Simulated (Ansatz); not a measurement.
# Er (Im-3m) in Ansatz: single point with PBEsol

Aim: the single point of Er with PBEsol.

All numbers are computed with Ansatz 0.2.0; they aren't measurements. Logs are shortened: lines on timing, memory, paths and dates and some standing lists are left out, and cuts for length are marked.

## Step 1: Starting point

The structure is cubic, space group Im-3m (No. 229). The conventional cell has a = 3.956 Å, b = 3.956 Å, c = 3.956 Å, α = 90.00°, β = 90.00°, γ = 90.00°. Around Er (site symmetry m-3m) lie 8 Er at 3.43 Å.

This isn't the form of Er at room conditions, which is hcp.

## Step 2: Single point, PBEsol, collinear spin, ferromagnetic start

input.yaml

```yaml
crystal:
  lattice:
    - [-1.9779384575, 1.9779384575, 1.9779384575]
    - [1.9779384575, -1.9779384575, 1.9779384575]
    - [1.9779384575, 1.9779384575, -1.9779384575]
  atoms:
    - { symbol: Er, position: [0.0, 0.0, 0.0], spin: 3.0 }
hamiltonian:
  xc: pbesol
  pseudopotentials: { kind: paw, accuracy: standard, xc_functional: pbe }
magnetization:
  spin_polarized: true
kpoints:
  mp_grid: { grid: [9, 9, 9] }
scf:
  occupations: { method: fermi_dirac, width: 0.05 }
output:
  forces: true
  stress: true
  eigenvalues: true
```

Potentials or basis: SSSP efficiency PAW.

On the command line:

```console
$ ansatz run input.yaml --threads 1 --pin off --max-ram 2560MiB --backend cpu --events-out ev --progress --plain --runs-dir out
```

Output:

```text
Warning: the checks of this Er dataset prove no rule for summing its radial tables, as where they were carried onto another mesh than they were made on, and Gregory's rule is taken, under which a leading mesh point left out moves its sums only by what lay on the interval it spanned. That does not make them correct, and they differ from Quantum ESPRESSO's on this file; a re-export a fraction of a mesh step off can move them. hamiltonian.pseudopotentials.radial_quadrature: simpson_from_first_knot sums it by `pw.x`'s rule; on a PAW file no value gives `pw.x`'s numbers. What more to know: hamiltonian.pseudopotentials.radial_quadrature, in the input reference
Warning: RAYON_NUM_THREADS=1 ignored (pool sized by the plan → 1); use --threads N
Engine: ansatz 0.2.0, aarch64-unknown-linux-gnu
Pseudopotentials: kind: paw
Pseudopotential: Er, paw, valence charge 22, recommended cutoff 544.227725 eV (normal), Er.paw.azcp
Functional definition: PBEsol
  exchange = pbesol_x
  correlation = pbesol_c
Crystal: 1 atoms, lattice volume = 30.953 Å³
Basis set: ecut = 544.227725 eV, 935 PW (Γ), exchange–correlation on 90×90×90 points (8 copies of the dense FFT grid, shifted against one another)
Bands: 17, of which v1, the nominal top of the filled ones, is band 11 counted from 1 (10 counted from 0)
Symmetry: 48 space group operations
Space group: Im-3m (ITA 229), of the structure as read, at distance tolerance 3.1e-5 Å
Magnetic group: BNS 229.140 (UNI 1642), of the structure as read, at distance tolerance 3.1e-5 Å
k-points: 35 of 729
Non-local potential: Er, projectors of the file, l = 0: 2, l = 1: 2, l = 2: 2, l = 3: 2
PAW form: compensated (Kresse and Joubert's): semilocal exchange-correlation on the pseudo side sees the compensation charge
PAW frozen core: Er, regenerated for the run's functional, and the local potential with it (the file was generated under x = pbe(κ = 0.804, μ = 0.2195149727645171), c = pbe(β = 0.06672455060314922))
PAW one-centre angular grid: Er, 590 points (default); XC on 96 Gauss nodes
Initial density: superposition of atomic densities (chi_scale 0.1, normalization cell)
Initial wavefunctions: pseudopotential atomic-orbital guess
Functional: x = pbesol(κ = 0.804, μ = 0.12345679012345678), c = pbesol(β = 0.046)
SCF iter   1: F=—  HF=-11942.545319 eV  |F-HF|=—  |Δ(HF+E_count)|=         —  Δρ=1.64e-2 (↑1.02e-2 ↓1.64e-2)  dr2=5.29e-2  dr2_m=3.59e-2  M=2.711 μB ∫|m|=2.797 μB  β_m=0.30  ethr=3.10e-3  ⟨swp⟩=7.2  Hψ=7367  notcnv=0  defer=1
preconditioner: auto → Kerker (q_TF=auto, 2.577 Å⁻¹)  [metal: Δε(μ)=0.024 eV  Ē_g=12.296 eV  σ=0.050 eV  W_gap=0.12  n_scr=12 (ndim 8)  ℏωp=29.8 eV  f_vac=0.000  D(μ)=11.36/eV (n_scr^D=320)]
spin=Collinear: Kerker preconditioning applied to the charge; magnetization (m = ρ↑ − ρ↓) channel mixes plain (no charge-response kernel on spin).
SCF iter   2: F=—  HF=-11941.916313 eV  |F-HF|=—  |Δ(HF+E_count)|=   6.29e-1  Δρ=1.50e-2 (↑9.32e-3 ↓1.50e-2)  dr2=3.24e-2  dr2_m=3.42e-2  M=2.631 μB ∫|m|=2.776 μB  β_m=0.44  ethr=2.40e-4  ⟨swp⟩=2.0  Hψ=2562  notcnv=0  defer=68
SCF iter   3: F=—  HF=-11941.088434 eV  |F-HF|=—  |Δ(HF+E_count)|=   8.28e-1  Δρ=1.43e-2 (↑4.36e-3 ↓1.43e-2)  dr2=3.93e-2  dr2_m=2.20e-2  M=2.406 μB ∫|m|=2.694 μB  β_m=0.65  ethr=1.47e-4  ⟨swp⟩=3.0  Hψ=2590  notcnv=0  defer=68
SCF iter   4: F=—  HF=-11940.192017 eV  |F-HF|=—  |Δ(HF+E_count)|=   8.96e-1  Δρ=5.58e-3 (↑4.42e-3 ↓5.58e-3)  dr2=1.48e-2  dr2_m=5.08e-3  M=2.251 μB ∫|m|=2.595 μB  β_m=0.91  ethr=1.47e-4  ⟨swp⟩=3.2  Hψ=2971  notcnv=0  defer=74
SCF iter   5: F=—  HF=-11940.186936 eV  |F-HF|=—  |Δ(HF+E_count)|=   5.08e-3  Δρ=6.41e-3 (↑1.53e-3 ↓6.41e-3)  dr2=1.18e-2  dr2_m=3.66e-3  M=2.270 μB ∫|m|=2.532 μB  β_m=0.96  ethr=6.75e-5  ⟨swp⟩=3.0  Hψ=2694  notcnv=0  defer=39
SCF iter   6: F=—  HF=-11940.094392 eV  |F-HF|=—  |Δ(HF+E_count)|=   9.25e-2  Δρ=7.33e-4 (↑7.33e-4 ↓6.65e-4)  dr2=6.45e-5  dr2_m=1.17e-4  M=2.228 μB ∫|m|=2.482 μB  β_m=0.98  ethr=5.37e-5  ⟨swp⟩=3.0  Hψ=2669  notcnv=0  defer=39
SCF iter   7: F=—  HF=-11940.094589 eV  |F-HF|=—  |Δ(HF+E_count)|=         —  Δρ=2.52e-2 (↑9.37e-4 ↓2.52e-2)  dr2=2.04e-2  dr2_m=4.55e-2  M=2.245 μB ∫|m|=2.514 μB  β_m=0.98  ethr=2.93e-7  ⟨swp⟩=2.6  Hψ=2721  notcnv=0  defer=21
Mixer restart at iter 7: flushing history
SCF iter   8: F=—  HF=-11940.291768 eV  |F-HF|=—  |Δ(HF+E_count)|=         —  Δρ=1.65e-2 (↑1.98e-3 ↓1.65e-2)  dr2=8.03e-2  dr2_m=2.00e-2  M=2.346 μB ∫|m|=2.635 μB  β_m=0.98  ethr=2.93e-7  ⟨swp⟩=5.4  Hψ=3943  notcnv=0  defer=21
Mixer restart at iter 8: flushing history
SCF iter   9: F=—  HF=-11940.319566 eV  |F-HF|=—  |Δ(HF+E_count)|=         —  Δρ=1.44e-2 (↑1.13e-2 ↓1.44e-2)  dr2=1.38e-1  dr2_m=9.87e-4  M=2.323 μB ∫|m|=2.587 μB  β_m=0.98  ethr=2.93e-7  ⟨swp⟩=5.8  Hψ=5707  notcnv=0  defer=14
Mixer restart at iter 9: flushing history
SCF iter  10: F=—  HF=-11940.561137 eV  |F-HF|=—  |Δ(HF+E_count)|=   2.42e-1  Δρ=2.29e-2 (↑2.29e-2 ↓2.07e-2)  dr2=4.20e-1  dr2_m=5.36e-4  M=2.311 μB ∫|m|=2.611 μB  β_m=0.67  ethr=2.93e-7  ⟨swp⟩=6.7  Hψ=6556  notcnv=0  defer=14  recentre
SCF iter  11: F=—  HF=-11940.277605 eV  |F-HF|=—  |Δ(HF+E_count)|=   2.84e-1  Δρ=3.94e-3 (↑1.75e-3 ↓3.94e-3)  dr2=7.26e-3  dr2_m=3.91e-4  M=2.313 μB ∫|m|=2.584 μB  β_m=0.83  ethr=2.93e-7  ⟨swp⟩=5.6  Hψ=5829  notcnv=0  defer=14
SCF iter  12: F=—  HF=-11940.286632 eV  |F-HF|=—  |Δ(HF+E_count)|=   9.03e-3  Δρ=1.05e-3 (↑1.05e-3 ↓8.56e-4)  dr2=2.77e-4  dr2_m=1.93e-4  M=2.289 μB ∫|m|=2.557 μB  β_m=0.92  ethr=2.93e-7  ⟨swp⟩=5.3  Hψ=5277  notcnv=0  defer=14
SCF iter  13: F=—  HF=-11940.286832 eV  |F-HF|=—  |Δ(HF+E_count)|=   2.00e-4  Δρ=2.38e-4 (↑2.26e-4 ↓2.38e-4)  dr2=1.05e-4  dr2_m=3.93e-7  M=2.280 μB ∫|m|=2.545 μB  β_m=0.96  ethr=2.93e-7  ⟨swp⟩=2.2  Hψ=2108  notcnv=0  defer=14
SCF iter  14: F=—  HF=-11940.286832 eV  |F-HF|=—  |Δ(HF+E_count)|=   2.79e-7  Δρ=3.33e-4 (↑1.22e-4 ↓3.33e-4)  dr2=8.34e-5  dr2_m=4.37e-6  M=2.281 μB ∫|m|=2.548 μB  β_m=0.98  ethr=2.93e-7  ⟨swp⟩=2.2  Hψ=1976  notcnv=0  defer=14
SCF iter  15: F=—  HF=-11940.286813 eV  |F-HF|=—  |Δ(HF+E_count)|=   1.92e-5  Δρ=6.87e-5 (↑6.87e-5 ↓1.75e-5)  dr2=2.34e-6  dr2_m=3.50e-7  M=2.280 μB ∫|m|=2.547 μB  β_m=0.99  ethr=2.93e-7  ⟨swp⟩=2.0  Hψ=1991  notcnv=0  defer=14
SCF iter  16: F=—  HF=-11940.286816 eV  |F-HF|=—  |Δ(HF+E_count)|=   3.32e-6  Δρ=3.20e-5 (↑1.84e-5 ↓3.20e-5)  dr2=8.53e-7  dr2_m=1.37e-8  M=2.281 μB ∫|m|=2.548 μB  β_m=0.94  ethr=1.06e-8  ⟨swp⟩=2.1  Hψ=2026  notcnv=0  defer=14
SCF iter  17: F=—  HF=-11940.286816 eV  |F-HF|=—  |Δ(HF+E_count)|=   8.05e-8  Δρ=1.89e-6 (↑1.14e-6 ↓1.89e-6)  dr2=2.83e-9  dr2_m=5.40e-11  M=2.281 μB ∫|m|=2.548 μB  β_m=0.93  ethr=3.88e-9  ⟨swp⟩=2.0  Hψ=1990  notcnv=0  defer=14
SCF iter  18: F=-11940.286816 eV  HF=-11940.286816 eV  |F-HF|=2.15e-10  |Δ(HF+E_count)|=  1.55e-10  Δρ=5.77e-7 (↑2.28e-7 ↓5.77e-7)  dr2=2.00e-10  dr2_m=1.56e-11  M=2.281 μB ∫|m|=2.548 μB  ethr=1.29e-11  ⟨swp⟩=4.3  Hψ=5430  notcnv=0
SCF 1 converged in 18 iterations: F = -11940.286816 eV  dr2 = 2.00e-10
Symmetry: 24 space group operations
k-points: 45 of 729
SCF iter   1: F=—  HF=-11942.545358 eV  |F-HF|=—  |Δ(HF+E_count)|=         —  Δρ=1.64e-2 (↑1.02e-2 ↓1.64e-2)  dr2=5.28e-2  dr2_m=3.60e-2  M=2.710 μB ∫|m|=2.797 μB  β_m=0.30  ethr=3.10e-3  ⟨swp⟩=7.5  Hψ=9583  notcnv=0  defer=1
spin=Collinear: Kerker preconditioning applied to the charge; magnetization (m = ρ↑ − ρ↓) channel mixes plain (no charge-response kernel on spin).
SCF iter   2: F=—  HF=-11941.917418 eV  |F-HF|=—  |Δ(HF+E_count)|=   6.28e-1  Δρ=1.50e-2 (↑9.32e-3 ↓1.50e-2)  dr2=3.25e-2  dr2_m=3.42e-2  M=2.631 μB ∫|m|=2.776 μB  β_m=0.44  ethr=2.40e-4  ⟨swp⟩=2.0  Hψ=3292  notcnv=0  defer=89
SCF iter   3: F=—  HF=-11941.082338 eV  |F-HF|=—  |Δ(HF+E_count)|=   8.35e-1  Δρ=1.42e-2 (↑4.39e-3 ↓1.42e-2)  dr2=3.88e-2  dr2_m=2.20e-2  M=2.406 μB ∫|m|=2.694 μB  β_m=0.65  ethr=1.48e-4  ⟨swp⟩=3.0  Hψ=3329  notcnv=0  defer=89
SCF iter   4: F=—  HF=-11940.190430 eV  |F-HF|=—  |Δ(HF+E_count)|=   8.92e-1  Δρ=5.57e-3 (↑4.43e-3 ↓5.57e-3)  dr2=1.48e-2  dr2_m=5.07e-3  M=2.251 μB ∫|m|=2.595 μB  β_m=0.91  ethr=1.48e-4  ⟨swp⟩=3.3  Hψ=3815  notcnv=0  defer=97
SCF iter   5: F=—  HF=-11940.186015 eV  |F-HF|=—  |Δ(HF+E_count)|=   4.41e-3  Δρ=6.37e-3 (↑1.52e-3 ↓6.37e-3)  dr2=1.18e-2  dr2_m=3.58e-3  M=2.270 μB ∫|m|=2.531 μB  β_m=0.96  ethr=6.74e-5  ⟨swp⟩=3.0  Hψ=3479  notcnv=0  defer=48
SCF iter   6: F=—  HF=-11940.094317 eV  |F-HF|=—  |Δ(HF+E_count)|=   9.17e-2  Δρ=7.33e-4 (↑7.33e-4 ↓6.63e-4)  dr2=5.83e-5  dr2_m=1.18e-4  M=2.228 μB ∫|m|=2.482 μB  β_m=0.98  ethr=5.36e-5  ⟨swp⟩=3.0  Hψ=3425  notcnv=0  defer=48
SCF iter   7: F=—  HF=-11940.094595 eV  |F-HF|=—  |Δ(HF+E_count)|=         —  Δρ=2.44e-2 (↑1.36e-3 ↓2.44e-2)  dr2=1.72e-2  dr2_m=4.29e-2  M=2.271 μB ∫|m|=2.504 μB  β_m=0.98  ethr=2.65e-7  ⟨swp⟩=2.6  Hψ=3504  notcnv=0  defer=23
Mixer restart at iter 7: flushing history
iteration 7: the lowest order of the open f orbitals that was found in this iteration's bands is taken; the next order that was found lies 142 meV over it there
SCF iter   8: F=—  HF=-11940.341553 eV  |F-HF|=—  |Δ(HF+E_count)|=         —  Δρ=1.86e-2 (↑2.16e-3 ↓1.86e-2)  dr2=1.05e-1  dr2_m=2.52e-2  M=2.389 μB ∫|m|=2.637 μB  β_m=0.98  ethr=2.65e-7  ⟨swp⟩=5.5  Hψ=4969  notcnv=0  defer=23
Mixer restart at iter 8: flushing history
SCF iter   9: F=—  HF=-11940.376810 eV  |F-HF|=—  |Δ(HF+E_count)|=         —  Δρ=1.64e-2 (↑1.29e-2 ↓1.64e-2)  dr2=1.78e-1  dr2_m=1.27e-3  M=2.369 μB ∫|m|=2.579 μB  β_m=0.98  ethr=2.65e-7  ⟨swp⟩=5.3  Hψ=6841  notcnv=0  defer=15
Mixer restart at iter 9: flushing history
SCF iter  10: F=—  HF=-11940.685472 eV  |F-HF|=—  |Δ(HF+E_count)|=   3.09e-1  Δρ=2.60e-2 (↑2.60e-2 ↓2.34e-2)  dr2=5.38e-1  dr2_m=7.60e-4  M=2.362 μB ∫|m|=2.600 μB  β_m=0.67  ethr=2.65e-7  ⟨swp⟩=7.0  Hψ=8833  notcnv=0  defer=15  recentre
SCF iter  11: F=—  HF=-11940.322575 eV  |F-HF|=—  |Δ(HF+E_count)|=   3.63e-1  Δρ=4.45e-3 (↑2.05e-3 ↓4.45e-3)  dr2=9.46e-3  dr2_m=4.63e-4  M=2.363 μB ∫|m|=2.572 μB  β_m=0.83  ethr=2.65e-7  ⟨swp⟩=5.7  Hψ=7812  notcnv=0  defer=15
SCF iter  12: F=—  HF=-11940.333834 eV  |F-HF|=—  |Δ(HF+E_count)|=   1.13e-2  Δρ=1.14e-3 (↑1.14e-3 ↓1.08e-3)  dr2=3.35e-4  dr2_m=2.83e-4  M=2.346 μB ∫|m|=2.539 μB  β_m=0.92  ethr=2.65e-7  ⟨swp⟩=5.9  Hψ=7366  notcnv=0  defer=15
SCF iter  13: F=—  HF=-11940.334428 eV  |F-HF|=—  |Δ(HF+E_count)|=   5.94e-4  Δρ=5.68e-4 (↑2.65e-4 ↓5.68e-4)  dr2=2.30e-4  dr2_m=2.47e-5  M=2.339 μB ∫|m|=2.527 μB  β_m=0.96  ethr=2.65e-7  ⟨swp⟩=2.2  Hψ=2792  notcnv=0  defer=15
SCF iter  14: F=—  HF=-11940.334437 eV  |F-HF|=—  |Δ(HF+E_count)|=   8.48e-6  Δρ=4.98e-4 (↑1.09e-4 ↓4.98e-4)  dr2=1.35e-4  dr2_m=1.43e-5  M=2.339 μB ∫|m|=2.527 μB  β_m=0.98  ethr=2.65e-7  ⟨swp⟩=2.2  Hψ=2114  notcnv=0  defer=15
SCF iter  15: F=—  HF=-11940.334467 eV  |F-HF|=—  |Δ(HF+E_count)|=   3.00e-5  Δρ=7.99e-5 (↑7.99e-5 ↓3.86e-5)  dr2=5.44e-6  dr2_m=1.45e-7  M=2.337 μB ∫|m|=2.524 μB  β_m=0.99  ethr=2.65e-7  ⟨swp⟩=2.1  Hψ=2634  notcnv=0  defer=15
SCF iter  16: F=—  HF=-11940.334465 eV  |F-HF|=—  |Δ(HF+E_count)|=   1.85e-6  Δρ=4.66e-5 (↑2.14e-5 ↓4.66e-5)  dr2=1.46e-6  dr2_m=4.56e-8  M=2.337 μB ∫|m|=2.525 μB  β_m=0.96  ethr=2.47e-8  ⟨swp⟩=2.0  Hψ=2079  notcnv=0  defer=15
SCF iter  17: F=—  HF=-11940.334465 eV  |F-HF|=—  |Δ(HF+E_count)|=   3.57e-7  Δρ=8.49e-7 (↑8.49e-7 ↓8.49e-7)  dr2=2.95e-10  dr2_m=8.01e-11  M=2.337 μB ∫|m|=2.525 μB  β_m=0.98  ethr=6.63e-9  ⟨swp⟩=2.0  Hψ=2646  notcnv=0  defer=15
SCF iter  18: F=-11940.334465 eV  HF=-11940.334465 eV  |F-HF|=5.01e-8  |Δ(HF+E_count)|=   4.18e-9  Δρ=1.02e-5 (↑8.52e-7 ↓1.02e-5)  dr2=3.34e-8  dr2_m=7.14e-9  M=2.337 μB ∫|m|=2.525 μB  ethr=1.34e-12  ⟨swp⟩=3.8  Hψ=7192  notcnv=0
SCF 2 converged in 18 iterations: F = -11940.334465 eV  dr2 = 3.34e-8
SCF converged after 18 iterations
Magnetization: 2.3372 μB (12.1686 up, 9.8314 down)
Absolute magnetization: 2.5245 μB (∫|ρ↑−ρ↓|, with the PAW one-centre terms)
Spin contamination: 0.1003 ħ² per cell (⟨S²⟩ above its minimum at these occupations)
Per-site moments (μB) at R_I (Å): [(2.4012018284179435, 1.413179584836696)]
Free energy (F): -11940.334465 eV
Harris-Foulkes:  -11940.334465 eV  (|F-HF|=5.01e-8)
Internal energy: -11940.277433 eV  (E = F + TS)
E sigma→0 (E₀):  -11940.305949 eV
Entropy (-TS):   -0.057032 eV (-57.032 meV/atom)
Fermi energy:    13.080345 eV
--- Per-component energies (eV) ---
  E_band       = 27.580352
  E_kinetic    = 303.492299
  E_local      = -4371.211842  (includes V_loc(G=0)·N_el)
  E_nonlocal   = 569.225672
  E_hartree    = 1737.804929
  E_xc         = -446.034696
  E_vxc        = -584.959255  (∫ρ·V_xc dr)
  E_paw        = -6528.722316  (= ΣΔE_a)
  E_vpaw       = 635.438211  (= ΣTr[D̂ρ^β])
  E_aug_tail   = 0.000136  (compensation charges beyond the density's cutoff)
  E_ewald      = -3205.784399
  E_core_change = 0.952784  (= ΣΔE_core)
  E_smearing   = -0.057032  (= −TS)
  E_closure    = 0.000000  (closes the sum)
  Σ components = -11940.334465   (vs F -11940.334465, Δ=0.00e0)
--- Forces (eV/Å), atoms counted from 1 ---
  atom   1  Er    -0.00000000    -0.00000000     0.00000000
  max |Σ_I F_I| component: 5.00e-30 eV/Å
--- Stress (GPa, compression-positive) ---
       -0.257101      -0.000000       0.000000
       -0.000000      -0.257101      -0.000000
        0.000000      -0.000000      -0.257101
  P = ⅓ Tr σ = -0.2571 GPa (-2.571 kbar)
--- Band table (eV; the first three rows and the last of 90) ---
  k-point 0 ↑: bands = ["-36.6035", "-10.3433", "-10.3433", "-10.3433", "7.7140", "10.4042", "10.4042", "10.4042", "11.2143", "11.2143", "11.2143", "11.2978", "15.4931", "15.4931", "15.4931", "17.7128", "17.7128"]
  k-point 1 ↑: bands = ["-36.5979", "-10.4214", "-10.3676", "-10.3437", "8.0721", "10.4052", "10.4097", "10.4125", "11.2038", "11.2111", "11.2117", "11.2792", "15.2284", "15.3400", "15.8745", "17.3620", "17.7198"]
  k-point 2 ↑: bands = ["-36.5837", "-10.6131", "-10.4282", "-10.3447", "9.0355", "10.4093", "10.4260", "10.4352", "11.1815", "11.1951", "11.2044", "11.2549", "14.6481", "14.6808", "16.9599", "17.2714", "17.8160"]
  k-point 44 ↓: bands = ["-35.4655", "-10.0700", "-10.0544", "-10.0544", "11.8936", "11.9094", "12.3494", "12.4590", "12.4647", "12.4684", "13.2768", "13.2842", "13.2996", "18.4368", "18.4381", "18.8356", "20.0349"]
```

Wall time 30 s (1 thread of Arm Neoverse V1, shared host); peak memory 0.4 GiB.

What came out:

* Free energy: -11940.3345 eV
* Pressure: -0.3 GPa
* Band gap on the k mesh: none (metal or under the smearing width)
* Net moment: 2.34 μB per cell
* Absolute moment: 2.52 μB per cell
* Site moments: Er +2.40 μB

Levels at points of the mesh, in eV from the Fermi level:
Spin up:
```csv
k point,band 9,band 10,band 11,band 12,band 13,band 14,band 15,band 16
"(0.00, 0.00, 0.00)",-1.87,-1.87,-1.87,-1.78,2.41,2.41,2.41,4.63
```
Spin down:
```csv
k point,band 8,band 9,band 10,band 11,band 12,band 13
"(0.00, 0.00, 0.00)",-0.58,-0.48,0.06,0.06,0.06,2.56
```

Caveat: the magnetic or orbital state may not be the lowest; spin-orbit coupling is left out, which moves the levels of the heavy elements. The state reached can hang on the start; a lower one may exist.
